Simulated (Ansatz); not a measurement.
HfN under strains and displacements

Computed with DFT PBE, scalar-relativistic, plane waves, PAW in Ansatz.

Cutoff 420 eV; k points 14×14×14 on the computed 2-atom cell (Γ-centred); Gaussian smearing, width 0.10 eV; no spin polarisation.

Reference cell:

```
Hf N
1.0
     0.00000    2.45482    2.45482
     2.45482    0.00000    2.45482
     2.45482    2.45482    0.00000
Hf N
1 1
Direct
  0.00000 0.00000 0.00000
  0.75000 0.75000 0.75000
```

Each variant moves atoms of this cell by the vectors given, if any (Å), and then applies a symmetric strain (tensor components, Cartesian axes). The reference cell isn't relaxed at this level. Energies are per atom at zero smearing, counted from the lowest variant. Pressure is positive in compression.

1. strain (xx yy zz yz xz xy, %) -3.01 -3.01 -3.01 0.00 0.00 0.00
2. strain (xx yy zz yz xz xy, %) -2.27 -2.27 -2.27 0.00 0.00 0.00
3. no strain; moves: N2 (0.000, 0.000, 0.045)
4. strain (xx yy zz yz xz xy, %) -2.57 -2.57 -2.57 0.00 0.00 0.00

| result | ΔE (meV/atom) | P (GPa) | largest force (eV/Å) |
| --- | --- | --- | --- |
| A | 42.4 | 15.98 | 0.00 |
| B | 56.3 | 18.41 | 0.00 |
| C | 79.2 | 22.03 | 0.00 |
| D | 0.0 | 0.89 | 0.53 |

Which variant gave which result?

A is 2, B is 4, C is 1, D is 3. The pressure falls as the cell grows: from the smallest volume to the largest the variants are 1, 4, 2, 3.

Spin–orbit coupling is left out, which can shift energies with elements as heavy as these. Spin polarisation was left out, and a magnetic state may lie lower.

This zinc-blende form isn't the usual stable structure of the compound.